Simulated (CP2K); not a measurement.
Crystal: Cu.

```
Cu
1.0
     2.55619    0.00000    0.00000
     1.27810    2.21373    0.00000
     1.27810    0.73791    2.08712
Cu
1
Direct
  0.00000 0.00000 0.00000
```

Base run:

```yaml
Program: CP2K 2026.2
Functional: PBE
Potentials_or_basis: POTENTIAL_UZH Cu GTH-PBE-q11; TZVP-MOLOPT-PBE-GTH basis
Density_cutoff: 6123 eV
k_mesh: 13 × 13 × 13
Occupations: gaussian, width 0.012 eV
Spin: no spin polarisation
```

Its results: band gap on the k mesh none (metal or under the smearing width); pressure 3.4 GPa.

The run is repeated on the same cell with these changes: functional from PBE to PBEsol; occupations from gaussian, width 0.012 eV to gaussian, width 0.1 eV. What comes out?

Band gap on the k mesh none (metal or under the smearing width); pressure -4.8 GPa.

Caveats: the basis of atomic orbitals isn't converged, which shifts pressures, moduli and gaps; the potentials were made for another functional, which shifts forces and pressure (some runs).
